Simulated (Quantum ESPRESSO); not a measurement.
A calculation with Quantum ESPRESSO 7.5 of Al2Cu (native input, structure typed inline):

Contents of pw.in:

```
&CONTROL
  calculation = 'scf'
  prefix = 'pwscf'
  outdir = './tmp'
  pseudo_dir = './pseudo'
  tprnfor = .true.
  tstress = .true.
  disk_io = 'low'
/
&SYSTEM
  ibrav = 0
  celldm(1) = 8
  nat = 3
  ntyp = 2
  ecutwfc = 56
  ecutrho = 448
  nbnd = 19
  occupations = 'smearing'
  smearing = 'fd'
  degauss = 0.00367493
/
&ELECTRONS
  conv_thr = 6d-10
  electron_maxstep = 120
  mixing_beta = 0.5
/
ATOMIC_SPECIES
Cu    63.5460 cu_pbesol_v1.2.uspp.F.UPF
Al    26.9815 al_pbesol_v1.uspp.F.UPF
CELL_PARAMETERS alat
  0.9697087089679   0.0000000000000   0.0000000000000
  0.0000000000000   0.9697087089679   0.0000000000000
  0.0000000000000   0.0000000000000   0.6829737138213
ATOMIC_POSITIONS crystal
Cu     0.0000000000    0.0000000000    0.0000000000
Al     0.0000000000    0.5000000000    0.5000000000
Al     0.5000000000    0.0000000000    0.5000000000
K_POINTS automatic
7 7 9 0 0 0
```

File pp_density.in:

```
&INPUTPP
  prefix = 'pwscf'
  outdir = './tmp'
  filplot = 'density.dat'
  plot_num = 0
/
&PLOT
  nfile = 1
  filepp(1) = 'density.dat'
  iflag = 3
  output_format = 6
  fileout = 'density.cube'
/
```

Contents of pp_potential.in:

```
&INPUTPP
  prefix = 'pwscf'
  outdir = './tmp'
  filplot = 'potential.dat'
  plot_num = 11
/
&PLOT
  nfile = 1
  filepp(1) = 'potential.dat'
  iflag = 3
  output_format = 6
  fileout = 'potential.cube'
/
```

Potentials or basis: GBRV 1.5 PBEsol.

Run with:

```bash
$ OMP_NUM_THREADS=1 mpirun -n 2 pw.x -nk 2 -in pw.in > pw.out
$ OMP_NUM_THREADS=1 mpirun -n 1 pp.x -in pp_density.in > pp_density.out
$ OMP_NUM_THREADS=1 mpirun -n 1 pp.x -in pp_potential.in > pp_potential.out
```

The cell comes from a database or a generator and needn't be the stable form of this composition.

Problem. Write the same calculation in another form: ASE script, structure from a P1 CIF.

Solution. As run:

Contents of run.py:

```python
import numpy as np
from ase.calculators.espresso import Espresso, EspressoProfile
from ase.io import read

atoms = read('Al2Cu.cif')

input_data = {
    'control': {'calculation': 'scf', 'prefix': 'pwscf', 'outdir': './tmp', 'tprnfor': True, 'tstress': True, 'disk_io': 'nowf'},
    'system': {'ecutwfc': 56.0, 'ecutrho': 448.0, 'nbnd': 19, 'occupations': 'smearing', 'smearing': 'fd', 'degauss': 0.00367493},
    'electrons': {'conv_thr': 6e-10, 'electron_maxstep': 120, 'mixing_beta': 0.5},
}
pseudopotentials = {'Cu': 'cu_pbesol_v1.2.uspp.F.UPF', 'Al': 'al_pbesol_v1.uspp.F.UPF'}
profile = EspressoProfile(command='mpirun -n 2 pw.x -nk 2', pseudo_dir='pseudo')
dft = Espresso(profile=profile, input_data=input_data, pseudopotentials=pseudopotentials, kpts=(7, 7, 9), koffset=(0, 0, 0))
atoms.calc = dft

print(f'energy {atoms.get_potential_energy():.8f} eV')
print('forces (eV/A)')
print(np.round(atoms.get_forces(), 6))
print('stress (eV/A^3, Voigt)')
print(np.round(atoms.get_stress(), 8))
print(f'Fermi level {dft.get_fermi_level():.4f} eV')
```

The input Al2Cu.cif:

```cif
data_Al2Cu
_cell_length_a 4.10518200
_cell_length_b 4.10518200
_cell_length_c 2.89131300
_cell_angle_alpha 90.00000000
_cell_angle_beta 90.00000000
_cell_angle_gamma 90.00000000
_space_group_name_H-M_alt 'P1'
_space_group_name_Hall 'P 1'
_space_group_IT_number 1
loop_
_space_group_symop_operation_xyz
'x,y,z'
loop_
_atom_site_label
_atom_site_type_symbol
_atom_site_symmetry_multiplicity
_atom_site_Wyckoff_symbol
_atom_site_fract_x
_atom_site_fract_y
_atom_site_fract_z
_atom_site_occupancy
Cu1 Cu 1 a 0.0000000000 0.0000000000 0.0000000000 1
Al1 Al 1 a 0.0000000000 0.5000000000 0.5000000000 1
Al2 Al 1 a 0.5000000000 0.0000000000 0.5000000000 1
```

Potentials or basis: GBRV 1.5 PBEsol.

The run is started by

```console
$ OMP_NUM_THREADS=1 python run.py
```

Both were run:

|  | native input, structure typed inline | ASE script, structure from a P1 CIF |
| --- | --- | --- |
| Pressure | -2.5 GPa | -2.5 GPa |
| Band gap on the k mesh | none (metal or under the smearing width) | none (metal or under the smearing width) |

Keys that steer only the numerical path or the files written may differ.
